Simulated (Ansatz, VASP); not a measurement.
## Hf in VASP and in Ansatz

```
CELL_PARAMETERS angstrom
3.19892 0.00000 0.00000
-1.59946 2.77035 0.00000
0.00000 0.00000 5.07513
ATOMIC_POSITIONS crystal
Hf 0.33333 0.66667 0.25000
Hf 0.66667 0.33333 0.75000
```

Alike in both runs: functional PBE; k mesh 8 × 8 × 4; occupations gaussian, width 0.05 eV; no spin polarisation.

Ansatz relaxed the structure, and its values are those at the end. VASP's run is a single point on that final structure, the one shown.

|  | VASP | Ansatz |
| --- | --- | --- |
| version | VASP 6.6.1 | Ansatz 0.2.0 |
| potentials or method | VASP PAW PBE potentials, release 64 (Hf_pv) | scalar-relativistic, plane waves, PAW |
| plane-wave cutoff (eV) | 520 | 420 |
| valence electrons in the cell | 20 | 52 |

VASP gave:

```
gap on the k mesh at the Fermi level (eV) : none
pressure (GPa)                            : -0.4
```

Q: What did Ansatz give for the same quantities?

A: gap on the k mesh at the Fermi level (eV): none; pressure (GPa): 0.1.

A gap of «none» marks a metal or a gap that the smearing closes. The two sets of potentials don't hold the same shells in valence.

The runs have no spin-orbit coupling, so splittings on Hf are missing.
